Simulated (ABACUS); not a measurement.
A run of ABACUS 3.10.1:

File INPUT:

```
INPUT_PARAMETERS
suffix              NbP
calculation         scf
basis_type          pw
pseudo_dir          ./
symmetry            1
dft_functional      pbesol
ecutwfc             82
pseudo_rcut         7
nspin               1
nbands              22
ks_solver           dav
smearing_method     fd
smearing_sigma      0.00367493
scf_thr             1e-08
scf_nmax            100
mixing_type         broyden
mixing_beta         0.7
cal_force           1
cal_stress          1
kpar                4
```

Contents of STRU:

```
ATOMIC_SPECIES
Nb 92.9064 Nb.upf
P 30.9738 P.upf

LATTICE_CONSTANT
1.8897261246

LATTICE_VECTORS
-1.6749232544 1.6749232544 5.7401081759
1.6749232544 -1.6749232544 5.7401081759
1.6749232544 1.6749232544 -5.7401081759

ATOMIC_POSITIONS
Direct

Nb
0.0
2
0.2498808000 0.7498808000 0.5000000000 1 1 1
0.4998808000 0.4998808000 0.0000000000 1 1 1

P
0.0
2
0.8327477700 0.3327477700 0.5000000000 1 1 1
0.0827477700 0.0827477700 0.0000000000 1 1 1
```

Contents of KPT:

```
K_POINTS
0
Gamma
11 11 11 0 0 0
```

Potentials or basis: PseudoDojo NC SR 0.4.1 PBEsol standard, plane waves.

Launch:

```sh
$ OMP_NUM_THREADS=1 mpirun -np 4 abacus > log
```

Hardware: 4 MPI ranks on Intel(R) Xeon(R) 6975P-C (Granite Rapids), on a shared host.

Task: How long does it take, and how much memory?

Result: Run time: 100 s on 4 MPI ranks on Intel(R) Xeon(R) 6975P-C (Granite Rapids), on a shared host, peak memory 0.88 GiB a rank. Counts: scf iterations 7, k points 126, bands 22, ranks 4.
